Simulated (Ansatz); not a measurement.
Crystal: MnO.

```xyz
2
Lattice="0.0000 2.2239 2.2239 2.2239 0.0000 2.2239 2.2239 2.2239 0.0000" Properties=species:S:1:pos:R:3 pbc="T T T"
Mn    0.0000    0.0000    0.0000
O     2.2239    2.2239    2.2239
```

The cell is a database's computed one.

Alike in all runs: program Ansatz 0.2.0; functional PBEsol; potentials or basis Ansatz PAW; cutoff 420 eV (not typed: the program's choice for these potentials); k mesh 10 × 10 × 10; occupations fermi-dirac, width 0.05 eV.

The same cell was started in several ways:

| start | free energy over the lowest (meV/atom) | net moment (μB) | site or absolute moments (μB) | gap |
| --- | --- | --- | --- | --- |
| no spin polarisation | 1064.9 | - | - | none (metal or under the smearing width) |
| collinear spin, ferromagnetic start of up to 5.5 μB | 0.0 | 4.77 | Mn +4.03; O +0.23 | none (metal or under the smearing width) |
| collinear spin, ferromagnetic start of up to 4 μB | 0.0 | 4.77 | Mn +4.03; O +0.23 | none (metal or under the smearing width) |
| collinear spin, random start of up to 4.2 μB | 0.0 | -4.77 | Mn -4.03; O -0.23 | none (metal or under the smearing width) |

Allowing spin polarisation gains 1065 meV/atom. A still lower state may exist.

Caveats: semilocal functionals often make such compounds metallic where correlation or magnetic order opens a gap, which also shifts bond lengths; a cell with one magnetic atom can't hold antiferromagnetic order, which such compounds often take (some runs); an odd number of electrons without spin polarisation forces a metal (some runs); a magnetic or distorted state may lie lower (some runs).
